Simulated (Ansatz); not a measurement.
# Two states of CrCuO$_{2}$

```yaml
crystal:
  lattice:
    - [1.47220, 0.84998, 5.64441]
    - [-1.47220, 0.84998, 5.64441]
    - [0.00000, -1.69995, 5.64441]
  atoms:
    - { symbol: Cu, position: [0.00000, 0.00000, 0.00000] }
    - { symbol: O, position: [0.10792, 0.10792, 0.10792] }
    - { symbol: O, position: [0.89208, 0.89208, 0.89208] }
    - { symbol: Cr, position: [0.50000, 0.50000, 0.50000] }
```

Level: PBE, with U_eff = 4.17 eV on Cr d, U_eff = 2.56 eV on Cu d (all-electron-ortho-atomic projectors); 420 eV; 7×7×7 Γ-centred mesh; fermi-dirac occupations (width 0.1 eV); Ansatz 0.2.0, fixed geometry.

State A: Cr4 down (collinear spin). State B: no moments (no spin polarisation).

Q: Which state is lower, and how do they differ?

A: State A is lower by 774.7 meV an atom at zero smearing; in free energy at this smearing B lies +768.2 meV an atom from A.

```json
{"state": "A", "free energy (meV/atom)": "0.0", "largest moment in a small sphere (μB)": "2.47", "net moment (μB/cell)": "3.00", "gap on mesh (eV)": "2.00", "pressure (GPa)": "14.3", "largest force (eV/Å)": "0.14"}
{"state": "B", "free energy (meV/atom)": "768.2", "largest moment in a small sphere (μB)": "0.00", "net moment (μB/cell)": "0.00", "gap on mesh (eV)": "metal", "pressure (GPa)": "9.7", "largest force (eV/Å)": "0.44"}
```

Origin: a database entry at a rescaled volume. Caveats: atoms or cell far from equilibrium; odd electron count without spin polarisation, so a magnetic state may lie lower; the k mesh is coarse if the cell is a metal.
